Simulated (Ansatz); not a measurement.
Input for Ansatz (plane-wave DFT, PAW):

```yaml
crystal:
  lattice:
    - [-1.59121869, 1.59121869, 1.59121869]
    - [1.59121869, -1.59121869, 1.59121869]
    - [1.59121869, 1.59121869, -1.59121869]
  atoms:
    - { symbol: Al, position: [0.0, 0.0, 0.0] }
basis:
  ecutwfc: 420
kpoints:
  mp_grid: { grid: [18, 18, 18] }
hamiltonian:
  xc: pbesol
scf:
  occupations: { method: gaussian, width: 0.1 }
output:
  forces: true
  stress: true
  eigenvalues: true
  populations: true
```

Launched with
```bash
ansatz run input.yaml --threads 1 --pin off --max-ram 2560MiB --backend cpu --events-out ev --progress --plain --runs-dir out
```

These are results of DFT PBEsol, scalar-relativistic, plane waves, PAW (Ansatz 0.2.0), not measurements.

Part of what the program printed, abridged (final results; tables in files aren't shown):

```
SCF 1 converged in 6 iterations: F = -524.449427 eV  dr2 = 2.38e-15
SCF converged after 6 iterations
Free energy (F): -524.449427 eV
Harris-Foulkes:  -524.449427 eV  (|F-HF|=4.55e-13)
Internal energy: -524.447471 eV  (E = F + TS)
E sigma→0 (E₀):  -524.448449 eV
Entropy (-TS):   -0.001955 eV (-1.955 meV/atom)
Fermi energy:    8.148282 eV
--- Per-component energies (eV) ---
  E_band       = 11.013018
  E_kinetic    = 23.111778
  E_local      = 10.154769  (includes V_loc(G=0)·N_el)
  E_nonlocal   = 10.603406
  E_hartree    = 0.069484
  E_xc         = -39.554354
  E_vxc        = -29.336479  (∫ρ·V_xc dr)
  E_paw        = -454.752347  (= ΣΔE_a)
  E_vpaw       = -3.659422  (= ΣTr[D̂ρ^β])
  E_aug_tail   = -0.000002  (compensation charges beyond the density's cutoff)
  E_ewald      = -74.099344
  E_core_change = 0.019139  (= ΣΔE_core)
  E_smearing   = -0.001955  (= −TS)
--- Forces (eV/Å), atoms counted from 1 ---
  atom   1  Al     0.00000000     0.00000000     0.00000000
--- Stress (GPa, compression-positive) ---
        2.268344       0.000000       0.000000
        0.000000       2.268344       0.000000
        0.000000       0.000000       2.268344
  P = ⅓ Tr σ = 2.2683 GPa (22.683 kbar)
--- Band table (eV; the first three rows and the last of 195) ---
  k-point 0: bands = ["-3.1515", "21.4137", "21.4137", "21.4137", "23.1412", "23.1412"]
  k-point 1: bands = ["-3.0613", "20.3162", "20.7931", "21.0481", "22.7116", "23.5523"]
  k-point 2: bands = ["-2.7912", "18.1967", "19.8387", "20.2334", "21.8547", "22.8693"]
  k-point 194: bands = ["10.0388", "10.0388", "10.0388", "11.0599", "11.0599", "13.9967"]
--- Löwdin populations: 1 site ---
  site symbol q [e]
     0     Al      2.9519
  spilling = 0.016032 (of n_electrons = 3.000000)
```

Self-consistency was reached.

It took 3 s on 1 thread of Intel(R) Xeon(R) Platinum 8259CL CPU @ 2.50GHz (Skylake/Cascade Lake), with other jobs on the host, peak memory 0.31 GiB.